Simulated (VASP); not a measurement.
# SnTe (Fm-3m) in VASP: notebook

One crystal, SnTe, is run at these levels: PBE; tasks: relaxation of cell and atoms.

Everything below comes from runs of VASP 6.6.1. Logs are shortened: lines on timing, memory, paths and dates and some standing lists are left out, and cuts for length are marked.

**1. The crystal as given**

It takes space group Fm-3m (No. 225, cubic). Conventional cell: a = 6.302 Å, b = 6.302 Å, c = 6.302 Å, α = 90.00°, β = 90.00°, γ = 90.00°. Sn (site symmetry m-3m) has 6 Te at 3.15 Å as nearest neighbours. Te (site symmetry m-3m) is surrounded by 6 Sn at 3.15 Å.

**2. Relaxation of cell and atoms, PBE**

The input, INCAR:

```
PREC     = Accurate       # precision mode
ENCUT    = 250            # plane-wave cutoff, eV
EDIFF    = 1E-7           # SCF threshold, eV
ISMEAR   = 0              # smearing method
SIGMA    = 0.02           # smearing width, eV
LREAL    = False          # projectors in reciprocal space
LASPH    = True           # aspherical terms in the spheres
NELM     = 80             # most SCF steps
ALGO     = Normal         # electronic algorithm
ISIF     = 3              # what is computed and relaxed
LWAVE    = False          # write WAVECAR
LCHARG   = False          # write CHGCAR
GGA      = PE             # functional
IBRION   = 2              # ionic algorithm
NSW      = 80             # ionic steps
EDIFFG   = -0.002         # ionic threshold
```

The input, KPOINTS:

```
Automatic mesh
0
Gamma
  8 8 8
```

The input, POSCAR:

```
SnTe
1.0
    0.0000000000      3.1508500000      3.1508500000
    3.1508500000      0.0000000000      3.1508500000
    3.1508500000      3.1508500000      0.0000000000
Sn Te
1 1
Direct
    0.0000000000      0.0000000000      0.0000000000
    0.5000000000      0.5000000000      0.5000000000
```

Potentials or basis: VASP PAW PBE potentials, release 64 (Sn_d, Te).

Started as:

```sh
$ cat potpaw_PBE.64/Sn_d/POTCAR potpaw_PBE.64/Te/POTCAR > POTCAR
$ mpirun -np 1 vasp_std > vasp.out
```

OUTCAR:

```text
PREC = Accurate
   ENCUT = 250
   EDIFF = 1E-7
   ISMEAR = 0
   LREAL = False
   LASPH = True
   NELM = 80
   ISIF = 3
   GGA = PE
   IBRION = 2
   NSW = 80
   EDIFFG = -0.002

 ion  position               nearest neighbor table
   1  0.000  0.000  0.000-   2 3.15   2 3.15   2 3.15   2 3.15   2 3.15   2 3.15
   2  0.500  0.500  0.500-   1 3.15   1 3.15   1 3.15   1 3.15   1 3.15   1 3.15

  LATTYP: Found a face centered cubic cell.
 ALAT       =     6.3017000000

  Lattice vectors:

 A1 = (   0.0000000000,   3.1508500000,   3.1508500000)
 A2 = (   3.1508500000,   0.0000000000,   3.1508500000)
 A3 = (   3.1508500000,   3.1508500000,   0.0000000000)

Analysis of symmetry for initial positions (statically):
=====================================================================
 Subroutine PRICEL returns:
 Original cell was already a primitive cell.

 Routine SETGRP: Setting up the symmetry group for a
 face centered cubic supercell.

 Subroutine GETGRP returns: Found 48 space group operations
 (whereof 48 operations were pure point group operations)
 out of a pool of 48 trial point group operations.

The static configuration has the point symmetry O_h .

Analysis of symmetry for dynamics (positions and initial velocities):
=====================================================================
 Subroutine PRICEL returns:
 Original cell was already a primitive cell.

 Routine SETGRP: Setting up the symmetry group for a
 face centered cubic supercell.

 Subroutine GETGRP returns: Found 48 space group operations
 (whereof 48 operations were pure point group operations)
 out of a pool of 48 trial point group operations.

The dynamic configuration has the point symmetry O_h .

 Subroutine INISYM returns: Found 48 space group operations
 (whereof 48 operations are pure point group operations),
 and found     1 'primitive' translations

----------------------------------------------------------------------------------------

                                     Primitive cell

  volume of cell :      62.5624

  direct lattice vectors                    reciprocal lattice vectors
     0.000000000  3.150850000  3.150850000    -0.158687338  0.158687338  0.158687338
     3.150850000  0.000000000  3.150850000     0.158687338 -0.158687338  0.158687338
     3.150850000  3.150850000  0.000000000     0.158687338  0.158687338 -0.158687338

[... 99 lines left out ...]
   EFERMI_NEDOS =   21; number of points for ismear=-14 and -15
   IALGO  =     38    algorithm
   IMIX   =      4    mixing-type and parameters
     AMIX     =   0.40;   BMIX     =  1.00
     AMIX_MAG =   1.60;   BMIX_MAG =  1.00
  volume/ion in A,a.u.               =      31.28       211.10
  Fermi-wavevector in a.u.,A,eV,Ry     =   1.119387  2.115336 17.048485  1.253028
  Thomas-Fermi vector in A             =   2.256026
   LORBIT       =      0    0 simple, 1 ext, 2 COOP (PROOUT), +10 PAW based schemes
   GGA     = PE    functional components
   LHFCALC =     F    Hartree Fock is set to
   AEXX    =    0.0000 exact exchange contribution
   IVDW    =     0    specifies the selected vdW correction
   LEPSILON=     F    determine dielectric tensor
   LRPA    =     F    only Hartree local field effects (RPA)
 conjugate gradient relaxation of ions
 non-spin polarized calculation
 Gauss-broadening in eV      SIGMA  =   0.02
  energy-cutoff  :      250.00
  volume of cell :       62.56
 maximum number of plane-waves:       588
   NGX = 11   NGY = 11   NGZ = 11

--------------------------------------- Ionic step        1  -------------------------------------------

 number of electron      20.0000024 magnetization

 Free energy of the ion-electron system (eV)
  ---------------------------------------------------
  ext. energy  EPLUGINS =         0.00000000
  ---------------------------------------------------
  free energy    TOTEN  =        -7.53973393 eV

  energy without entropy =       -7.53973341  energy(sigma->0) =       -7.53973367

------------------------ aborting loop because EDIFF is reached ----------------------------------------

  FORCE on cell =-STRESS in cart. coord.  units (eV):
  Direction    XX          YY          ZZ          XY          YZ          ZX
  --------------------------------------------------------------------------------------
  -------------------------------------------------------------------------------------
  Total        0.8597594      0.8597594      0.8597594      0.0000000      0.0000000     -0.0000000
  in kB       22.0178211     22.0178211     22.0178211      0.0000000      0.0000000     -0.0000000
  external PRESSURE =      22.0178211 kB  Pullay stress =       0.0000000 kB
[... 131 lines left out ...]
--------------------------------------- Ionic step        5  -------------------------------------------

 number of electron      20.0000054 magnetization

 Free energy of the ion-electron system (eV)
  ---------------------------------------------------
  ext. energy  EPLUGINS =         0.00000000
  ---------------------------------------------------
  free energy    TOTEN  =        -7.55879119 eV

  energy without entropy =       -7.55871031  energy(sigma->0) =       -7.55875075

 E-fermi :   6.4227     XC(G=0):  -9.2911

 val. band max:        6.4050098360   @ k =   0.5000   0.0000   0.0000
 cond. band min:       6.4403201147   @ k =   0.5000   0.0000   0.0000
 fundamental gap:      0.0353102786
 Fermi energy:         6.4226649754

 k-point     1 :       0.0000    0.0000    0.0000
  band No.  band energies     occupation
      1     -15.4564      2.00000
      2     -15.4564      2.00000
      3     -15.4531      2.00000
      4     -15.4531      2.00000
      5     -15.4531      2.00000
      6      -6.0733      2.00000
      7       1.5460      2.00000
      8       4.3799      2.00000
      9       4.3799      2.00000
     10       4.3799      2.00000
     11       9.6520      0.00000
     12       9.6520      0.00000
     13       9.6520      0.00000
     14      11.2347      0.00000
[... 377 lines left out ...]
      1     -15.4633      2.00000
      2     -15.4585      2.00000
      3     -15.4507      2.00000
      4     -15.4490      2.00000
      5     -15.4463      2.00000
      6      -4.7425      2.00000
      7      -1.3563      2.00000
      8       2.8480      2.00000
      9       3.2019      2.00000
     10       5.4768      2.00000
     11       6.9385      0.00000
     12       9.2320      0.00000
     13       9.8219      0.00000
     14      12.4414      0.00000

 [... further k-points ...]
[... 5 lines left out ...]
  --------------------------------------------------------------------------------------
  -------------------------------------------------------------------------------------
  Total        0.0008363      0.0008363      0.0008363      0.0000000      0.0000000     -0.0000000
  in kB        0.0204639      0.0204639      0.0204639      0.0000000      0.0000000     -0.0000000
  external PRESSURE =       0.0204639 kB  Pullay stress =       0.0000000 kB
[... 17 lines left out ...]
  FREE ENERGIE OF THE ION-ELECTRON SYSTEM (eV)
  ---------------------------------------------------
  free  energy   TOTEN  =        -7.5587911868 eV

  energy  without entropy=       -7.5587103057  energy(sigma->0) =       -7.55875075

 reached required accuracy - stopping structural energy minimisation
```

OSZICAR:

```text
N       E                     dE             d eps       ncg     rms          rms(c)
DAV:   1     0.932114665099E+02    0.93211E+02   -0.68326E+03   826   0.102E+03
DAV:   2    -0.136359709975E+01   -0.94575E+02   -0.93165E+02   914   0.261E+02
DAV:   3    -0.746584572108E+01   -0.61022E+01   -0.60938E+01  1010   0.711E+01
DAV:   4    -0.758626499972E+01   -0.12042E+00   -0.12040E+00   938   0.108E+01
[... 43 lines left out ...]
DAV:   2    -0.755879400864E+01    0.14709E-04   -0.22660E-05   980   0.704E-02    0.102E-02
DAV:   3    -0.755879070194E+01    0.33067E-05   -0.10123E-05   992   0.449E-02    0.221E-03
DAV:   4    -0.755879092244E+01   -0.22050E-06   -0.17908E-07   626   0.326E-03    0.187E-03
DAV:   5    -0.755879118200E+01   -0.25956E-06   -0.37631E-08   406   0.153E-03    0.363E-04
DAV:   6    -0.755879118675E+01   -0.47507E-08   -0.92361E-09   406   0.159E-03
   5 F= -.75587912E+01 E0= -.75587507E+01  d E =-.952360E-06
```

CONTCAR:

```text
SnTe
   1.00000000000000
     0.0000000000000000    3.1989799067365392    3.1989799067365392
     3.1989799067365392   -0.0000000000000000    3.1989799067365392
     3.1989799067365392    3.1989799067365392   -0.0000000000000000
  Sn              Te
     1     1
Direct
     0.0000000000000000    0.0000000000000000    0.0000000000000000
     0.5000000000000000    0.5000000000000000    0.5000000000000000

  0.00000000E+00  0.00000000E+00  0.00000000E+00
  0.00000000E+00  0.00000000E+00  0.00000000E+00
```

Wall time 49 s (1 thread of AMD EPYC 7R43 (Zen 3), shared host); peak memory 0.11 GiB.

The run converged, but some of its settings lie outside the range that counts as converged, so its numbers aren't taken as properties of the crystal.

Results:

```yaml
Free_energy: -7.5588 eV
Relaxed_volume: 32.74 Å³/atom
Relaxed_cell: a = 4.524 Å, b = 4.524 Å, c = 4.524 Å, α = 60.00°, β = 60.00°, γ = 60.00°
Space_group_after_relaxing_to_0.05_Å: Fm-3m (No. 225)
Energy_gained_by_relaxing: 9.5 meV/atom
Ionic_steps: 5
Band_gap_on_the_k_mesh: 0.04 eV, direct
```

Caveat: the cutoff is under 1.25 times the usual one of these potentials, so pressure, stress and relaxed cells hold a basis-set (Pulay) error; spin-orbit coupling is left out, which moves the levels of the heavy elements.

**3. Relaxation of cell and atoms, PBE**

This run uses another cell than the first one, of 32.74 Å³/atom, 1.047 times its volume.

INCAR is that of step 2.

KPOINTS is that of step 2.

The input, POSCAR:

```
SnTe                                    
1.0
    0.0000000000      3.1989799067      3.1989799067
    3.1989799067     -0.0000000000      3.1989799067
    3.1989799067      3.1989799067     -0.0000000000
  Sn              Te            
     1     1
Direct
     0.0000000000000000    0.0000000000000000    0.0000000000000000
     0.5000000000000000    0.5000000000000000    0.5000000000000000
```

Potentials or basis: VASP PAW PBE potentials, release 64 (Sn_d, Te).

Started as:

```sh
$ cat potpaw_PBE.64/Sn_d/POTCAR potpaw_PBE.64/Te/POTCAR > POTCAR
$ mpirun -np 1 vasp_std > vasp.out
```

OUTCAR:

```text
PREC = Accurate
   ENCUT = 250
   EDIFF = 1E-7
   ISMEAR = 0
   LREAL = False
   LASPH = True
   NELM = 80
   ISIF = 3
   GGA = PE
   IBRION = 2
   NSW = 80
   EDIFFG = -0.002

 ion  position               nearest neighbor table
   1  0.000  0.000  0.000-   2 3.20   2 3.20   2 3.20   2 3.20   2 3.20   2 3.20
   2  0.500  0.500  0.500-   1 3.20   1 3.20   1 3.20   1 3.20   1 3.20   1 3.20

  LATTYP: Found a face centered cubic cell.
 ALAT       =     6.3979598134

  Lattice vectors:

 A1 = (   0.0000000000,   3.1989799067,   3.1989799067)
 A2 = (   3.1989799067,   0.0000000000,   3.1989799067)
 A3 = (   3.1989799067,   3.1989799067,   0.0000000000)

Analysis of symmetry for initial positions (statically):
=====================================================================
 Subroutine PRICEL returns:
 Original cell was already a primitive cell.

 Routine SETGRP: Setting up the symmetry group for a
 face centered cubic supercell.

 Subroutine GETGRP returns: Found 48 space group operations
 (whereof 48 operations were pure point group operations)
 out of a pool of 48 trial point group operations.

The static configuration has the point symmetry O_h .

Analysis of symmetry for dynamics (positions and initial velocities):
=====================================================================
 Subroutine PRICEL returns:
 Original cell was already a primitive cell.

 Routine SETGRP: Setting up the symmetry group for a
 face centered cubic supercell.

 Subroutine GETGRP returns: Found 48 space group operations
 (whereof 48 operations were pure point group operations)
 out of a pool of 48 trial point group operations.

The dynamic configuration has the point symmetry O_h .

 Subroutine INISYM returns: Found 48 space group operations
 (whereof 48 operations are pure point group operations),
 and found     1 'primitive' translations

[... 128 lines left out ...]
  energy-cutoff  :      250.00
  volume of cell :       65.47
 maximum number of plane-waves:       609
   NGX = 11   NGY = 11   NGZ = 11

--------------------------------------- Ionic step        1  -------------------------------------------

 number of electron      20.0000054 magnetization

 Free energy of the ion-electron system (eV)
  ---------------------------------------------------
  ext. energy  EPLUGINS =         0.00000000
  ---------------------------------------------------
  free energy    TOTEN  =        -7.56216465 eV

  energy without entropy =       -7.56208257  energy(sigma->0) =       -7.56212361

------------------------ aborting loop because EDIFF is reached ----------------------------------------

  FORCE on cell =-STRESS in cart. coord.  units (eV):
  Direction    XX          YY          ZZ          XY          YZ          ZX
  --------------------------------------------------------------------------------------
  -------------------------------------------------------------------------------------
  Total        0.0745418      0.0745418      0.0745418      0.0000000      0.0000000      0.0000000
  in kB        1.8240883      1.8240883      1.8240883      0.0000000      0.0000000      0.0000000
  external PRESSURE =       1.8240883 kB  Pullay stress =       0.0000000 kB
[... 59 lines left out ...]
--------------------------------------- Ionic step        3  -------------------------------------------

 number of electron      20.0000051 magnetization

 Free energy of the ion-electron system (eV)
  ---------------------------------------------------
  ext. energy  EPLUGINS =         0.00000000
  ---------------------------------------------------
  free energy    TOTEN  =        -7.56231614 eV

  energy without entropy =       -7.56227041  energy(sigma->0) =       -7.56229327

 E-fermi :   6.3701     XC(G=0):  -9.2727

 val. band max:        6.3468586524   @ k =   0.5000   0.0000   0.0000
 cond. band min:       6.3933266326   @ k =   0.5000   0.0000   0.0000
 fundamental gap:      0.0464679802
 Fermi energy:         6.3700926421

 k-point     1 :       0.0000    0.0000    0.0000
  band No.  band energies     occupation
      1     -15.5009      2.00000
      2     -15.5009      2.00000
      3     -15.4979      2.00000
      4     -15.4978      2.00000
      5     -15.4978      2.00000
      6      -6.0937      2.00000
      7       1.4816      2.00000
      8       4.3412      2.00000
      9       4.3412      2.00000
     10       4.3412      2.00000
     11       9.5922      0.00000
     12       9.5922      0.00000
     13       9.5922      0.00000
     14      11.1924      0.00000
[... 377 lines left out ...]
      1     -15.5074      2.00000
      2     -15.5028      2.00000
      3     -15.4953      2.00000
      4     -15.4935      2.00000
      5     -15.4910      2.00000
      6      -4.7747      2.00000
      7      -1.3877      2.00000
      8       2.8180      2.00000
      9       3.1690      2.00000
     10       5.4289      2.00000
     11       6.8916      0.00000
     12       9.1739      0.00000
     13       9.7580      0.00000
     14      12.3932      0.00000

 [... further k-points ...]
[... 5 lines left out ...]
  --------------------------------------------------------------------------------------
  -------------------------------------------------------------------------------------
  Total        0.0002854      0.0002854      0.0002854      0.0000000     -0.0000000     -0.0000000
  in kB        0.0069558      0.0069558      0.0069558      0.0000000     -0.0000000     -0.0000000
  external PRESSURE =       0.0069558 kB  Pullay stress =       0.0000000 kB
[... 17 lines left out ...]
  FREE ENERGIE OF THE ION-ELECTRON SYSTEM (eV)
  ---------------------------------------------------
  free  energy   TOTEN  =        -7.5623161355 eV

  energy  without entropy=       -7.5622704082  energy(sigma->0) =       -7.56229327

 reached required accuracy - stopping structural energy minimisation
```

Wall time 29 s (1 thread of AMD EPYC 7R43 (Zen 3), shared host); peak memory 0.11 GiB.

The run converged, but some of its settings lie outside the range that counts as converged, so its numbers aren't taken as properties of the crystal.

Results:

```
Free energy                            : -7.5623 eV
Relaxed volume                         : 32.87 Å³/atom
Relaxed cell                           : a = 4.530 Å, b = 4.530 Å, c = 4.530 Å, α = 60.00°, β = 60.00°, γ = 60.00°
Space group after relaxing (to 0.05 Å) : Fm-3m (No. 225)
Energy gained by relaxing              : 0.1 meV/atom
Ionic steps                            : 3
Band gap on the k mesh                 : 0.05 eV, direct
```

Caveat: the cutoff is under 1.25 times the usual one of these potentials, so pressure, stress and relaxed cells hold a basis-set (Pulay) error; spin-orbit coupling is left out, which moves the levels of the heavy elements.
